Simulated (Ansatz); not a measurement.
# Structures of TaSi$_{2}$: which is lowest?

Plane-wave DFT in Ansatz with scalar-relativistic PAW potentials, cutoff 500 eV, Γ-centred meshes chosen by cell and gap, Gaussian smearing with energies taken to zero width. Every cell was relaxed (cell and atoms) in a run of its own, within the symmetry of its start. Functional: r2SCAN.

Relaxed structures (starts from databases or built by putting these elements on another compound's sites):
A. P6_422, 9 atoms in the computed cell, a = 4.780 Å, c = 6.555 Å; sites (symmetry × multiplicity) Ta 222 × 3, Si ..2 × 6; start: database
B. Fd-3m, 6 atoms in the computed cell, a = 6.883 Å; sites (symmetry × multiplicity) Ta -43m × 8, Si .-3m × 16; start: built
C. I4/mmm, 3 atoms in the computed cell, a = 3.266 Å, c = 8.152 Å; sites (symmetry × multiplicity) Si 4mm × 4, Ta 4/mmm × 2; start: built
D. I4_1/amd, 6 atoms in the computed cell, a = 4.699 Å, c = 7.518 Å; sites (symmetry × multiplicity) Ta -4m2 × 4, Si .2/m. × 8; start: built

Task: Rank them by energy. Could pressure change the order?

Result:
| structure | group | E − E(lowest) (meV/atom) | V (Å³/atom) | gap on mesh (eV) |
| --- | --- | --- | --- | --- |
| A | P6_422 | 0.0 | 14.41 | 0.00 |
| C | I4/mmm | 81 | 14.49 | 0.00 |
| D | I4_1/amd | 564 | 13.83 | 0.00 |
| B | Fd-3m | 585 | 13.59 | 0.00 |

A is lowest, 81 meV/atom under C. B is denser by 0.82 Å³/atom, so pressure favours it: ΔE/ΔV, with ΔE in eV and 1 eV/Å³ = 160.2 GPa, gives about 114 GPa for equal enthalpy if both cells were rigid; at such pressures compression changes ΔV much, so this is a scale only. Other structures may lie lower than all of these, and vibrations aren't counted.

Spin-orbit coupling is left out, which matters for the bands of heavy elements.